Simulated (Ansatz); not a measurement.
Crystal: NbAs.

```xyz
4
Lattice="-1.7259 1.7259 5.8400 1.7259 -1.7259 5.8400 1.7259 1.7259 -5.8400" Properties=species:S:1:pos:R:3 pbc="T T T"
Nb    0.0000    1.7259    0.0000
Nb    0.0000    0.0000    8.7600
As    0.0000    1.7259    4.8589
As    0.0000    0.0000    1.9389
```

* Program: Ansatz 0.2.0
* Task: relaxation of cell and atoms
* Functional: PBEsol
* Potentials or basis: Ansatz PAW
* Cutoff: 420 eV (not typed: the program's choice for these potentials)
* k mesh: 11 × 11 × 11
* Occupations: fermi-dirac, width 0.05 eV
* Spin: no spin polarisation

At the start: volume 17.39 Å³/atom.

Where does the relaxation end?

It ends after 4 steps and the volume is 17.15 Å³/atom (-1.4 %); space group I4_1md (No. 109, to 0.05 Å).

The path:
| step | energy change (eV) | largest force (eV/Å) | volume (Å³) |
| --- | --- | --- | --- |
| 1 | 0.0000 | 0.2880 | 69.58 |
| 2 | -0.0014 | 0.1646 | 67.42 |
| 3 | -0.0155 | 0.0061 | 68.59 |
| 4 | -0.0153 | 0.0061 | 68.59 |

Final structure:
```xyz
4
Lattice="-1.7198 1.7198 5.7969 1.7198 -1.7198 5.7969 1.7198 1.7198 -5.7969" Properties=species:S:1:pos:R:3 pbc="T T T"
Nb    0.0000    1.7198   -0.0144
Nb    0.0000    0.0000    8.6809
As    0.0000    1.7198    4.8374
As    0.0000    0.0000    1.9390
```

Caveat: the plane-wave basis is chosen anew once the cell has moved, so the energies of steps on either side of that aren't comparable; the PAW data sets come from PBE, with cores solved anew for the run's functional, which leaves a small shift of forces and pressure.
